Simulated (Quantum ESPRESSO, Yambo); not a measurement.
# Excitons of BeTe (F-43m) on ever denser meshes, part 4 of 4

Wanted: excitons and ε₂ of BeTe (F-43m), with cost.

Quantum ESPRESSO 7.5 and Yambo 5.3.0; PBE and many-body steps on it, plane waves. Known limits of the many-body steps: not at the basis limit; no spin-orbit coupling; coarse k mesh; bindings not settled in the k mesh.

So far. Step 16 (Triplet (no exchange term)): The lowest triplet lies at 4.471 eV; without spin-orbit coupling triplets are dark, so no spectrum is read. Step 17 (Empty states on the mesh, 10×10×10 mesh, 24 bands): On this mesh the gap is 2.027 eV.

## Step 19: k mesh (10×10×10)

This step: Bethe-Salpeter equation on PBE with a scissors shift, plane waves, norm-conserving pseudopotentials.

Input file bse12.in:

```
optics
bss
bse
em1s
dipoles
rim_cut
RandQpts= 1000000
RandGvec= 1 RL
Chimod= "HARTREE"
BSKmod= "SEX"
BSEmod= "resonant"
BSSmod= "d"
BSENGexx= 20 Ry
BSENGBlk= 4 Ry
% BSEQptR
 1 | 1 |
%
% BSEBands
 13 | 16 |
%
% BEnRange
 0 | 7 | eV
%
% BDmRange
 0.1 | 0.1 | eV
%
BEnSteps= 141
% BLongDir
 1 | 0 | 0 |
%
% BndsRnXs
 11 | 24 |
%
NGsBlkXs= 4 Ry
% LongDrXs
 1 | 1 | 1 |
%
% KfnQP_E
 1.038 | 1.0 | 1.0 |
%
WRbsWF
FFTGvecs= 40 Ry
```

On the command line:

```
> OMP_NUM_THREADS=1 mpirun -n 4 yambo -F bse12.in -J bse12 -C bse12 > bse12.log
```

The program printed:

```text
 Yambo, version 5.3.0

 [02] CORE Variables Setup
 =========================

  [... cell, symmetries and grids as in the set-up ...]

  [02.05] Energies & Occupations
  ==============================

  [X] === General ===
  [X] Electronic Temperature                        :  0.000000  0.000000 [eV K]
  [X] Bosonic    Temperature                        :  0.000000  0.000000 [eV K]
  [X] Finite Temperature mode                       : no
  [X] El. density                                   :  0.61673E+24 [cm-3]
[...]
[08.01.04] Independent Particles properties @q1
   ===============================================

   ==========================================================

   [BSE] Exchange components :   531
   [BSE] Correlation components :    59   331

    [08.01.05.01] Screened interaction header I/O
    =============================================

    [08.01.05.02] Main kernel loop
    ==============================

    [08.01.05.03] Wave-Function Phases
    ==================================

    [BSE] WF phases found       :  77.87012 [o/o]

   [08.01.06] BSE solver(s) @q1
   ============================

   [08.01.07] Diago Solver @q1
   ===========================

 [11] Game Over & Game summary
```

It took 3.9 min on 4 MPI ranks of Arm Neoverse V1, shared host; peak memory 2.4 GiB.

This step gave:

```
transitions in the window                                      : 4000
direct gap of the transition levels                            : 4.683 eV
lowest state                                                   : 4.520 eV
first strong exciton (over a fiftieth of the strongest listed) : 4.524 eV
binding of the lowest state below the direct gap               : 0.1629 eV
Coulomb term of one mesh cell                                  : 0.1680 eV
```

The binding is 0.97 times the screened Coulomb term of one mesh cell (0.17 eV), so it is not shown settled.

The lowest state lies at 4.520 eV, 0.163 eV under the direct gap.

The ε₂ has structure finer than the step of the table below, so its rows give means over 0.25 eV, whole bins alone (the curve runs from 0 to 7 eV). Peaks (eV: height): BSE 4.850: 25.4, 5.350: 27.3, 6.600: 11.0; no electron-hole interaction 5.950: 29.9, 6.850: 20.5.

Field along x; broadening 0.1 eV; transition window only. Limits: finite bands, cutoff and mesh; no spin-orbit coupling; exciton not shown settled in the k mesh. Table of ε₂ by photon energy; means over each step:

| photon energy (eV) | BSE | no electron-hole interaction |
| --- | --- | --- |
| 0.25 | 0.0541 | 0.0415 |
| 0.50 | 0.0600 | 0.0454 |
| 0.75 | 0.0669 | 0.0499 |
| 1.00 | 0.0750 | 0.0551 |
| 1.25 | 0.0848 | 0.0612 |
| 1.50 | 0.0967 | 0.0684 |
| 1.75 | 0.111 | 0.0769 |
| 2.00 | 0.130 | 0.0873 |
| 2.25 | 0.153 | 0.1000 |
| 2.50 | 0.184 | 0.116 |
| 2.75 | 0.226 | 0.136 |
| 3.00 | 0.284 | 0.162 |
| 3.25 | 0.371 | 0.198 |
| 3.50 | 0.508 | 0.248 |
| 3.75 | 0.751 | 0.323 |
| 4.00 | 1.27 | 0.447 |
| 4.25 | 2.94 | 0.691 |
| 4.50 | 12.7 | 1.44 |
| 4.75 | 22.8 | 4.66 |
| 5.00 | 22.2 | 9.08 |
| 5.25 | 24 | 11.7 |
| 5.50 | 25.0 | 12.4 |
| 5.75 | 13.8 | 21.7 |
| 6.00 | 6.45 | 25.4 |
| 6.25 | 8.89 | 12.5 |
| 6.50 | 9.70 | 14.1 |
| 6.75 | 6.87 | 16.6 |

The window of bands is narrower than in the first exciton run, so this row is not like for like with it.

The program warns that the window of bands cuts a degenerate level, which breaks the symmetry of states and spectrum.

## Step 20: Triplet (no exchange term)

bse13.in, as its differences from bse12.in of step 19:

```diff
@@ -12,3 +12,3 @@
 BSSmod= "d"
-BSENGexx= 20 Ry
+BSENGexx= 1 RL
 BSENGBlk= 4 Ry
```

On the command line:

```
> OMP_NUM_THREADS=1 mpirun -n 4 yambo -F bse13.in -J bse13,bse12_W -C bse13 > bse13.log
```

The program printed:

```text
 Yambo, version 5.3.0

 [02] CORE Variables Setup
 =========================

  [... cell, symmetries and grids as in the set-up ...]

  [02.05] Energies & Occupations
  ==============================

  [X] === General ===
  [X] Electronic Temperature                        :  0.000000  0.000000 [eV K]
  [X] Bosonic    Temperature                        :  0.000000  0.000000 [eV K]
  [X] Finite Temperature mode                       : no
  [X] El. density                                   :  0.61673E+24 [cm-3]
[...]
[06] Dipoles
 ============

  [06.01] Setup: observables and procedures
  =========================================

  [WARNING] [r,Vnl^pseudo] included in position and velocity dipoles.

  [WARNING] In case H contains other non local terms, these are neglected

 [07] Static Dielectric Matrix
 =============================

    [08.01.05.02] Main kernel loop
    ==============================

    [08.01.05.03] Wave-Function Phases
    ==================================

    [BSE] WF phases found       :  77.87012 [o/o]

   [08.01.06] BSE solver(s) @q1
   ============================

   [08.01.07] Diago Solver @q1
   ===========================

 [11] Game Over & Game summary
```

It took 3.5 min on 4 MPI ranks; peak memory 2.3 GiB; 14 min of CPU time.

The lowest triplet lies at 4.509 eV; without spin-orbit coupling triplets are dark, so no spectrum is read.

The program warns that the window of bands cuts a degenerate level, which breaks the symmetry of states and spectrum.

## Step 21: Empty states on the mesh, 12×12×12 mesh, 24 bands

This step: Quantum ESPRESSO 7.5; DFT, PBE, plane waves, norm-conserving pseudopotentials.

Input file pw.in:

```
&control
  calculation = 'nscf'
  prefix = 'x'
  outdir = 'o'
  pseudo_dir = 'pseudo'
/
&system
  ibrav = 0
  nat = 2
  ntyp = 2
  ecutwfc = 88.0
  nbnd = 24
  force_symmorphic = .true.
/
&electrons
  conv_thr = 1e-9
  electron_maxstep = 80
  diago_full_acc = .true.
  diago_thr_init = 5e-6
/
ATOMIC_SPECIES
  Be 9.012 Be.upf
  Te 127.6 Te.upf
CELL_PARAMETERS angstrom
  -0.0000000000 2.8314587876 2.8314587876
  2.8314587876 0.0000000000 2.8314587876
  2.8314587876 2.8314587876 0.0000000000
ATOMIC_POSITIONS crystal
  Be 0.0000000000 0.0000000000 0.0000000000
  Te 0.7500000000 0.7500000000 0.7500000000
K_POINTS automatic
  12 12 12 0 0 0
```

On the command line:

```
> OMP_NUM_THREADS=1 mpirun -n 4 pw.x -nk 4 -in pw.in > pw.out
```

The program printed:

```text
[banner, memory and clock lines left out]
Program PWSCF v.7.5 starts

     Atomic positions and unit cell read from directory:
     o/x.save/

     Message from routine setup:
     using ibrav=0 with symmetry is DISCOURAGED, use correct ibrav instead

     G-vector sticks info

     bravais-lattice index     =            0
     lattice parameter (alat)  =       7.5670  a.u.
     unit-cell volume          =     306.3778 (a.u.)^3
     number of atoms/cell      =            2
     number of atomic types    =            2
     number of electrons       =        28.00
[...]
-27.7510 -27.7510  -3.6869   7.7668   8.3292   8.3292  12.0270  12.2457
    12.2457  12.8347  16.9466  18.1979  18.1979  19.5140  20.6518  20.6518

          k = 0.1179 0.1179-0.1179 (  4285 PWs)   bands (ev):

  -150.4588-100.4840-100.4840-100.4840 -91.9314 -27.7621 -27.7621 -27.7620
   -27.7509 -27.7509  -3.4996   6.4828   8.0719   8.0719  11.8896  12.6145
    12.6145  14.1380  17.3591  17.6239  17.6239  19.3770  22.1283  22.1283

          k = 0.1768 0.1768-0.1768 (  4272 PWs)   bands (ev):

     [... further k-points ...]

     highest occupied, lowest unoccupied level (ev):     8.4384   10.4653

     XML data file, pseudopotentials, collected wavefunctions
```

Elapsed: 10 s, on 4 MPI ranks; peak memory 0.24 GiB.

This step gave:

| Quantity | Value |
| --- | --- |
| gap | 2.027 eV |
| k of the valence top | 0, 0, 0 |
| k of the conduction bottom | 0, -0.5, -0.5 |
| least direct gap | 3.645 eV |
| k points computed | 72 |
| lowest point of the top converged band, above the valence top | 11.28 eV |

On this mesh the gap is 2.027 eV.

## Step 22: Conversion and set-up

This step: Yambo 5.3.0; conversion and set-up on PBE, plane waves, norm-conserving pseudopotentials.

On the command line:

```
> (cd o/x.save; p2y > p2y.log; mv SAVE ../..); yambo > setup.log
```

The program printed:

```text
 Yambo, version 5.3.0

 [02] CORE Variables Setup
 =========================

  [02.01] Unit cells
  ==================

  Cell kind             :  FCC
  Atoms in the cell     :  Be  Te
  number of Be atoms    :  1
  number of Te atoms    :  1

  List of atomic masses
  Mass of Be    :  9.012000
  Mass of Te    :  127.6000

  List of atomic coordinates    : [cc]
  Be1       :  0.000000  0.000000  0.000000  order 1
  Te1       :  8.026022  8.026022  8.026022  order 2

  Alat factors          :  5.350682  5.350682  5.350682 [a.u.]
  Direct lattice volume :  306.3778 [a.u.]
[...]
Q [ 2]         [rlu]: -0.15700E-17 -0.15700E-17  0.83333E-01
 Q [ 3]         [rlu]: -0.51995E-17 -0.51995E-17  0.16667
[...]
Q [ 8]         [rlu]:  0.74286E-17  0.83333E-01  0.83333E-01
 Q [ 9]         [rlu]: -0.54013E-18  0.83333E-01  0.16667
 Q [10]         [rlu]:  0.86782E-17  0.83333E-01  0.25000
     [... 38 further rows ...]
 Q [49]         [rlu]:  0.083333  0.250000  0.333333
 Q [50]         [rlu]:  0.083333  0.250000  0.416667

 Remaining 22 points informations can be written running with -fatlog

  [03.01] X indexes
  =================

   [03.01.01] Sigma indexes
   ========================

 [06] Game Over & Game summary
```

Wall time 5.2 s (1 MPI rank); peak memory 0.28 GiB.

## Step 23: k mesh (12×12×12)

This step: Bethe-Salpeter equation on PBE with a scissors shift, plane waves, norm-conserving pseudopotentials.

bse15.in, as its differences from bse13.in of step 20:

```diff
@@ -12,3 +12,3 @@
 BSSmod= "d"
-BSENGexx= 1 RL
+BSENGexx= 20 Ry
 BSENGBlk= 4 Ry
```

On the command line:

```
> OMP_NUM_THREADS=1 mpirun -n 4 yambo -F bse15.in -J bse15 -C bse15 > bse15.log
```

The program printed:

```text
 Yambo, version 5.3.0

 [02] CORE Variables Setup
 =========================

  [... cell, symmetries and grids as in the set-up ...]

  [02.05] Energies & Occupations
  ==============================

  [X] === General ===
  [X] Electronic Temperature                        :  0.000000  0.000000 [eV K]
  [X] Bosonic    Temperature                        :  0.000000  0.000000 [eV K]
  [X] Finite Temperature mode                       : no
  [X] El. density                                   :  0.61673E+24 [cm-3]
[...]
[08.01.04] Independent Particles properties @q1
   ===============================================

   ==========================================================

   [BSE] Exchange components :   531
   [BSE] Correlation components :    59   331

    [08.01.05.01] Screened interaction header I/O
    =============================================

    [08.01.05.02] Main kernel loop
    ==============================

    [08.01.05.03] Wave-Function Phases
    ==================================

    [BSE] WF phases found       :  82.03848 [o/o]

   [08.01.06] BSE solver(s) @q1
   ============================

   [08.01.07] Diago Solver @q1
   ===========================

 [11] Game Over & Game summary
```

Elapsed: 17 min, on 4 MPI ranks; peak memory 8.6 GiB; 69 min of CPU time.

Numbers from this step:

* transitions in the window: 6912
* direct gap of the transition levels: 4.683 eV
* lowest state: 4.543 eV
* first strong exciton (over a fiftieth of the strongest listed): 4.543 eV
* binding of the lowest state below the direct gap: 0.1397 eV
* Coulomb term of one mesh cell: 0.1404 eV

The binding is 0.99 times the screened Coulomb term of one mesh cell (0.14 eV), so it is not shown settled.

The lowest state lies at 4.543 eV, 0.140 eV under the direct gap.

The ε₂ has structure finer than the step of the table below, so its rows give means over 0.25 eV, whole bins alone (the curve runs from 0 to 7 eV). Peaks (eV: height): BSE 4.900: 24.9, 5.300: 29.8; no electron-hole interaction 6.000: 29.5, 6.600: 21.9.

Field along x; broadening 0.1 eV; transition window only. Limits: finite bands, cutoff and mesh; no spin-orbit coupling; exciton not shown settled in the k mesh. Table of ε₂ by photon energy; means over each step:

| photon energy (eV) | BSE | no electron-hole interaction |
| --- | --- | --- |
| 0.25 | 0.0544 | 0.0416 |
| 0.50 | 0.0602 | 0.0455 |
| 0.75 | 0.0671 | 0.0500 |
| 1.00 | 0.0753 | 0.0552 |
| 1.25 | 0.0851 | 0.0613 |
| 1.50 | 0.0971 | 0.0685 |
| 1.75 | 0.112 | 0.0770 |
| 2.00 | 0.130 | 0.0874 |
| 2.25 | 0.154 | 0.100 |
| 2.50 | 0.184 | 0.116 |
| 2.75 | 0.226 | 0.136 |
| 3.00 | 0.284 | 0.162 |
| 3.25 | 0.370 | 0.197 |
| 3.50 | 0.506 | 0.246 |
| 3.75 | 0.745 | 0.320 |
| 4.00 | 1.25 | 0.441 |
| 4.25 | 2.80 | 0.674 |
| 4.50 | 12.0 | 1.37 |
| 4.75 | 23.0 | 4.40 |
| 5.00 | 22.4 | 8.86 |
| 5.25 | 26.7 | 10.0 |
| 5.50 | 22.3 | 15.2 |
| 5.75 | 15.5 | 19.9 |
| 6.00 | 8.06 | 25.5 |
| 6.25 | 9.61 | 15.9 |
| 6.50 | 7.87 | 17.9 |
| 6.75 | 4.99 | 15.7 |

The window of bands is narrower than in the first exciton run, so this row is not like for like with it.

The program warns that the window of bands cuts a degenerate level, which breaks the symmetry of states and spectrum.

## Step 24: Triplet (no exchange term)

bse16.in, as its differences from bse15.in of step 23:

```diff
@@ -12,3 +12,3 @@
 BSSmod= "d"
-BSENGexx= 20 Ry
+BSENGexx= 1 RL
 BSENGBlk= 4 Ry
```

On the command line:

```
> OMP_NUM_THREADS=1 mpirun -n 4 yambo -F bse16.in -J bse16,bse15_W -C bse16 > bse16.log
```

The program printed:

```text
 Yambo, version 5.3.0

 [02] CORE Variables Setup
 =========================

  [... cell, symmetries and grids as in the set-up ...]

  [02.05] Energies & Occupations
  ==============================

  [X] === General ===
  [X] Electronic Temperature                        :  0.000000  0.000000 [eV K]
  [X] Bosonic    Temperature                        :  0.000000  0.000000 [eV K]
  [X] Finite Temperature mode                       : no
  [X] El. density                                   :  0.61673E+24 [cm-3]
[...]
[06] Dipoles
 ============

  [06.01] Setup: observables and procedures
  =========================================

  [WARNING] [r,Vnl^pseudo] included in position and velocity dipoles.

  [WARNING] In case H contains other non local terms, these are neglected

 [07] Static Dielectric Matrix
 =============================

    [08.01.05.02] Main kernel loop
    ==============================

    [08.01.05.03] Wave-Function Phases
    ==================================

    [BSE] WF phases found       :  82.03848 [o/o]

   [08.01.06] BSE solver(s) @q1
   ============================

   [08.01.07] Diago Solver @q1
   ===========================

 [11] Game Over & Game summary
```

The job ended after 16 min (4 MPI ranks; peak memory 6.6 GiB; 65 min of CPU time).

The lowest triplet lies at 4.533 eV; without spin-orbit coupling triplets are dark, so no spectrum is read.

The program warns that the window of bands cuts a degenerate level, which breaks the symmetry of states and spectrum.

## Step 25: Spectrum in a wider window

Input file bse17.in:

```
optics
bss
bse
em1s
dipoles
rim_cut
RandQpts= 1000000
RandGvec= 1 RL
Chimod= "HARTREE"
BSKmod= "SEX"
BSEmod= "resonant"
BSSmod= "h"
BSENGexx= 20 Ry
BSENGBlk= 4 Ry
% BSEQptR
 1 | 1 |
%
% BSEBands
 12 | 18 |
%
% BEnRange
 0 | 10 | eV
%
% BDmRange
 0.1 | 0.1 | eV
%
BEnSteps= 101
% BLongDir
 1 | 0 | 0 |
%
% BndsRnXs
 11 | 24 |
%
NGsBlkXs= 4 Ry
% LongDrXs
 1 | 1 | 1 |
%
% KfnQP_E
 1.038 | 1.0 | 1.0 |
%
BSHayTrs= -0.02
FFTGvecs= 40 Ry
```

On the command line:

```
> OMP_NUM_THREADS=1 mpirun -n 4 yambo -F bse17.in -J bse17,bse15_W -C bse17 > bse17.log
```

The program printed:

```text
 Yambo, version 5.3.0

 [02] CORE Variables Setup
 =========================

  [... cell, symmetries and grids as in the set-up ...]

  [02.05] Energies & Occupations
  ==============================

  [X] === General ===
  [X] Electronic Temperature                        :  0.000000  0.000000 [eV K]
  [X] Bosonic    Temperature                        :  0.000000  0.000000 [eV K]
  [X] Finite Temperature mode                       : no
  [X] El. density                                   :  0.61673E+24 [cm-3]
[...]
============================

   [08.01.07] Haydock Solver in the optics basis @q1 using the hermitian scheme
   ============================================================================

   Accuracy (requested)      : -0.020000 [o/o]

   [WARNING] [EPS_extend] Possible inaccuracy in the EPS prolungation

   [WARNING] [EPS_extend] Possible inaccuracy in the EPS prolungation

   [WARNING] [EPS_extend] Possible inaccuracy in the EPS prolungation

[...]
[WARNING] [EPS_extend] Possible inaccuracy in the EPS prolungation

   [WARNING] [EPS_extend] Possible inaccuracy in the EPS prolungation
   Iterations                :   94

 [11] Game Over & Game summary
```

Elapsed: 11 min, on 4 MPI ranks; peak memory 5.3 GiB.

This step gave:

```
transitions in the window           : 20736
direct gap of the transition levels : 4.683 eV
```

## Step 26: The runs together

Times are wall times on 4 MPI ranks of Arm Neoverse V1, shared host, good to a factor of about two.

| run | mesh | transitions | broadening (eV) | direct gap (eV) | lowest state (eV) | binding (eV) | mesh cell's term (eV) | tallest peak (eV) | height | time |
| --- | --- | --- | --- | --- | --- | --- | --- | --- | --- | --- |
| excitons | 4×4×4 | 768 | 0.1 | 4.683 | 4.357 | 0.326 | 0.320 | 4.35 | 76.3 | 5.6 s |
| triplet (no exchange term) | 4×4×4 | 768 | 0.1 | 4.683 | 4.242 | 0.441 | 0.320 | - | - | 3.4 s |
| k mesh (6×6×6) | 6×6×6 | 2592 | 0.1 | 4.683 | 4.425 | 0.258 | 0.262 | 5.25 | 38.3 | 68 s |
| triplet (no exchange term) | 6×6×6 | 2592 | 0.1 | 4.683 | 4.372 | 0.311 | 0.262 | - | - | 63 s |
| k mesh (8×8×8) | 8×8×8 | 3072 | 0.1 | 4.683 | 4.483 | 0.200 | 0.207 | 5.30 | 30.7 | 1.9 min |
| triplet (no exchange term) | 8×8×8 | 3072 | 0.1 | 4.683 | 4.471 | 0.212 | 0.207 | - | - | 1.7 min |
| k mesh (10×10×10) | 10×10×10 | 4000 | 0.1 | 4.683 | 4.520 | 0.163 | 0.168 | 5.35 | 27.3 | 3.9 min |
| triplet (no exchange term) | 10×10×10 | 4000 | 0.1 | 4.683 | 4.509 | 0.173 | 0.168 | - | - | 3.5 min |
| k mesh (12×12×12) | 12×12×12 | 6912 | 0.1 | 4.683 | 4.543 | 0.140 | 0.140 | 5.30 | 29.8 | 17 min |
| triplet (no exchange term) | 12×12×12 | 6912 | 0.1 | 4.683 | 4.533 | 0.150 | 0.140 | - | - | 16 min |
| spectrum in a wider window | 12×12×12 | 20736 | 0.1 | 4.683 | - | - | - | 5.30 | 31.8 | 11 min |

## Step 27: Results

| Property | Result |
| --- | --- |
| excitons | lowest state 4.357 eV (not settled in the k mesh) |
| triplet (no exchange term) | lowest state 4.242 eV (not settled in the k mesh) |
| k mesh (6×6×6) | lowest state 4.425 eV (not settled in the k mesh) |
| triplet (no exchange term) | lowest state 4.372 eV (not settled in the k mesh) |
| k mesh (8×8×8) | lowest state 4.483 eV (not settled in the k mesh) |
| triplet (no exchange term) | lowest state 4.471 eV (not settled in the k mesh) |
| k mesh (10×10×10) | lowest state 4.520 eV (not settled in the k mesh) |
| triplet (no exchange term) | lowest state 4.509 eV (not settled in the k mesh) |
| k mesh (12×12×12) | lowest state 4.543 eV (not settled in the k mesh) |
| triplet (no exchange term) | lowest state 4.533 eV (not settled in the k mesh) |

**Reading.** On the 4×4×4 mesh the lowest exciton lies at 4.357 eV, 0.326 eV below the direct gap; one cell of the mesh carries a screened Coulomb term of 0.32 eV, so this binding is not shown settled. Between the two densest meshes the binding falls by 0.84 of the fall in the mesh cell's term (the screened Coulomb energy of a charge repeated on the supercell that the mesh stands for). The binding is still 1.0 times that term, so the mesh does not resolve the exciton and no limit can be drawn. Triplet (no exchange term), against «excitons (4×4×4)»: the lowest state moves by −0.115 eV (keys changed: BSENGexx). Triplets are dark. k mesh (6×6×6), against «excitons (4×4×4)»: the lowest state moves by +0.068 eV. Triplet (no exchange term), against «k mesh (6×6×6)»: the lowest state moves by −0.053 eV (keys changed: BSENGexx). Triplets are dark. k mesh (8×8×8), against «k mesh (6×6×6)»: the lowest state moves by +0.058 eV (keys changed: BSEBands, the mesh and the band window). Triplet (no exchange term), against «k mesh (8×8×8)»: the lowest state moves by −0.012 eV (keys changed: BSENGexx). Triplets are dark. k mesh (10×10×10), against «k mesh (8×8×8)»: the lowest state moves by +0.037 eV (keys changed: BSEBands, the mesh and the band window). Triplet (no exchange term), against «k mesh (10×10×10)»: the lowest state moves by −0.010 eV (keys changed: BSENGexx). Triplets are dark. k mesh (12×12×12), against «k mesh (10×10×10)»: the lowest state moves by +0.023 eV. Triplet (no exchange term), against «k mesh (12×12×12)»: the lowest state moves by −0.011 eV (keys changed: BSENGexx). Triplets are dark. Lines within a few meV of each other can be one level split by numerical noise, or distinct levels. Screening is static and electronic alone, and only transitions inside the band window count. The 4×4×4 mesh is coarse for this cell, which bears on the long-range parts of exchange and screening. The many-body steps are scalar-relativistic: spin-orbit coupling is not in them.

[Paths, hosts, dates, memory and timing lines, banners, echoed tables and standing remarks are left out of the program output.]

[Logs are printed without paths, hosts, clocks, repeated set-up lines and the standing remarks that a program may print on its own settings, such as how far it seeks lower states.]

[Runs of the session that timed out or met a known fault of the program may be left out.]

[Hosts, paths, dates, database ids (printed as entryN), source tags and the programs' standing remarks are cut or masked in the printed files.]
